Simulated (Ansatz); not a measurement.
All numbers below come from DFT PBE, scalar-relativistic, plane waves, PAW (Ansatz). Settings: cutoff 420 eV, Γ-centred meshes spaced at most about 0.3 Å⁻¹, and about 0.25 Å⁻¹ or finer for metals (2π included), Gaussian smearing. No spin polarisation.

Each guess is relaxed in cell and atoms at zero pressure, on a coarse mesh first where it starts far from rest and then on a converged one. The steps can't lower the symmetry of the start, but it can rise. Energies are static (0 K, no zero-point motion).

Two unrelaxed guesses for YZr2O2:

A.

```
Y Zr O
1.0
    -1.96720    1.96720    4.81115
     1.96720   -1.96720    4.81115
     1.96720    1.96720   -4.81115
Y Zr O
1 2 2
Direct
  0.00000 0.00000 0.00000
  0.75000 0.25000 0.50000
  0.25000 0.75000 0.50000
  0.37500 0.37500 0.00000
  0.62500 0.62500 0.00000
```

B.

```
Y Zr O
1.0
     3.89510    0.00000    0.00000
    -1.94755    3.37325    0.00000
     0.00000    0.00000    6.24508
Y Zr O
1 2 2
Direct
  0.00000 0.00000 0.00000
  0.33333 0.66667 0.36944
  0.66667 0.33333 0.63056
  0.33333 0.66667 0.76793
  0.66667 0.33333 0.23207
```

Question: Where do they end, and which end is lower?

Answer: B ends lower, by 0.36 eV/atom. A: I4/mmm at 14.9 Å³/atom → I4/mmm at 20.6 Å³/atom; B: P-3m1 at 16.4 Å³/atom → P-3m1 at 15.3 Å³/atom. Counting O atoms around Y and Zr (those within 1.25 times the shortest such distance or 1.15 times the sum of covalent radii), the end of A has Y 2, Zr 4 and the end of B has Y 6, Zr 3. End of A. Conventional cell: a = 4.235 Å, c = 11.471 Å. Around Y lie 2 O at 2.27 Å and 8 Zr at 3.56 Å; Zr is surrounded by 4 O at 2.20 Å, 4 Zr at 2.99 Å and 4 Y at 3.56 Å; O is surrounded by 4 Zr at 2.20 Å and 1 Y at 2.27 Å. End of B. Conventional cell: a = 3.297 Å, c = 8.152 Å. Y has 6 O at 2.33 Å, 6 Y at 3.30 Å and 6 Zr at 3.38 Å; Zr has 3 O at 2.39 Å, 9 Zr at 3.20–3.30 Å and 3 Y at 3.38 Å; O has 3 Y at 2.33 Å and 3 Zr at 2.39 Å.

Ends held by symmetry can be saddle points. In P-3m1, I4/mmm an odd number of electrons in the primitive cell allows no gap without spin; a larger cell or a magnetic state could open one. A magnetic state wasn't ruled out in cells without spin, among them P-3m1, I4/mmm.
